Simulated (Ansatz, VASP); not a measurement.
**Tl: VASP beside Ansatz**

```xyz
2
Lattice="3.5015 0.0000 0.0000 -1.7507 3.0324 0.0000 0.0000 0.0000 5.5977" Properties=species:S:1:pos:R:3 pbc="T T T"
Tl    0.0000    2.0216    1.3994
Tl    1.7507    1.0108    4.1983
```

Change from the starting cell: volume scaled by 1.04.

Alike in both runs: task single point; functional LDA; k mesh 11 × 11 × 6; occupations fermi-dirac, width 0.05 eV; no spin polarisation.

|  | VASP | Ansatz |
| --- | --- | --- |
| version | VASP 6.6.1 | Ansatz 0.2.0 |
| potentials or method | VASP PAW LDA potentials, release 64 (Tl_d), cutoff 520 eV | all-electron LAPW, scalar-relativistic |

|  | VASP | Ansatz | Ansatz less VASP |
| --- | --- | --- | --- |
| pressure (GPa) | -2.9 | -2.9 | -0.03 |
| largest component of the traceless stress (GPa) | 0.20 | 0.24 | +0.039 |

Ansatz ran all-electron here, so the differences hold the error of VASP's frozen core and of both bases.

Spin-orbit coupling is left out, which matters for the levels of Tl.
